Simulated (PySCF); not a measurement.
Static response to an electric field

Compound: C4H10O.
Geometry (GFN2-xTB, Å), atoms numbered from 1 in this order:
```
atom  x, y, z in Å
C1     2.0743    0.0124   -0.1646
C2     0.6416    0.4466   -0.4484
C3    -0.3597   -0.6511   -0.0895
C4    -1.8028   -0.2742   -0.4334
O5    -2.3272    0.7428    0.3861
H6     2.1960   -0.2332    0.8880
H7     2.3298   -0.8660   -0.7528
H8     2.7724    0.8081   -0.4137
H9     0.4268    1.3493    0.1301
H10    0.5405    0.6953   -1.5082
H11   -0.1062   -1.5623   -0.6344
H12   -0.2991   -0.8662    0.9793
H13   -2.4588   -1.1337   -0.2758
H14   -1.8645    0.0176   -1.4930
H15   -1.7675    1.5226    0.3029
```

Level: wB97X-D/def2-SVPD (PySCF), static field, nuclei fixed, core orbitals frozen in the response. The polarisability tensor in these axes (au):

```
x   62.82 -0.04 -0.01
y   -0.04 53.32  0.44
z   -0.01  0.44 50.70
```

Question: What are the eigenvalues, a third of the trace, and Δα (Δα² = ½Σ(αi − αj)² over the three pairs)?

Answer: Principal values 50.63, 53.39 and 62.82 au; mean 55.61 au = 8.24 Å³ = 9.17 × 10⁻⁴⁰ C²·m²/J; Δα = 11.07 au (20 % of the mean).

Question: What is the dipole moment, and where does it point?

Answer: (1.63, 0.02, -0.92) D, 1.88 D in size, pointing from the negative to the positive side. Measured along this direction, the outermost atoms are O5 at the negative end and H8 at the positive end.

Question: Give the principal axes and the span of the nuclei along them.

Answer: Largest value along (1.00, 0.00, 0.00), where the nuclei span 5.22 Å; middle along (0.00, 0.99, 0.16), 3.19 Å; least along (0.00, -0.16, 0.99), 2.71 Å. The response follows the extents in order.

Question: What would n − 1 = 2πNα be for an ideal gas of these molecules at 350 K and 1 atm, electronic part alone?

Answer: N = p/kT = 2.0968 × 10¹⁹ cm⁻³, so n − 1 = 2π × N × 8.24 × 10⁻²⁴ cm³ = 1086 × 10⁻⁶ at long wavelengths, for an ideal gas.

Question: Find the Langevin capture rate constant for H3O+ (19.018 u) meeting this molecule (74.073 u), k = 2.342 × 10⁻⁹ cm³/s × √(α in Å³ / reduced mass in u).

Answer: The reduced mass is 15.13 u, so k = 1.73 × 10⁻⁹ cm³/s. The formula leaves out the permanent dipole, which adds to the capture rate.

Question: Give the eigenvalues of the traceless quadrupole moment Θ = ½Σq(3rr − r²1), origin at the centre of nuclear charge.

Answer: -8.19, 2.03, 6.15 D·Å. The values depend on the origin, since the dipole doesn't vanish. The electronic extent ⟨r²⟩ about the same centre is 606 bohr², a root-mean-square distance of 2.01 Å for the 42 electrons.

The structure is a single GFN2-xTB conformer in the gas phase; no vibrational or solvent corrections.
